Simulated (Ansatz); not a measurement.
`CCC(C)C` + `Cl[SiH]1CS1` → `C[Si]1(Cl)CS1` + `CC(C)C`  (formal exchange of groups at a C–C bond)

Isolated molecules relaxed with PBE0-D4/def2-TZVP in Ansatz; ΔE leaves out vibrations. CCSD(T)/CBS is the MP2 limit (def2-TZVPP, def2-QZVPP) plus CCSD(T) − MP2 in def2-TZVPP, frozen cores. Functionals use def2-TZVPP. Each species was taken in one conformer, which may not be the lowest.

```
  level  ΔE (kcal/mol)
 PBE-D4          -14.0
ωB97M-V          -14.1
```

(1) What does CCSD(T)/CBS give? (An estimate is asked.)

Largest T1 diagnostic among the species: 0.011.

## Answers

(1) Ansatz gave: -13.5 kcal/mol. The listed levels differ from it by -0.5, -0.6 kcal/mol.

CCSD(T)/CBS has its own doubt, a few kJ/mol and more with outer-core shells, so smaller differences from it don't rank the levels.
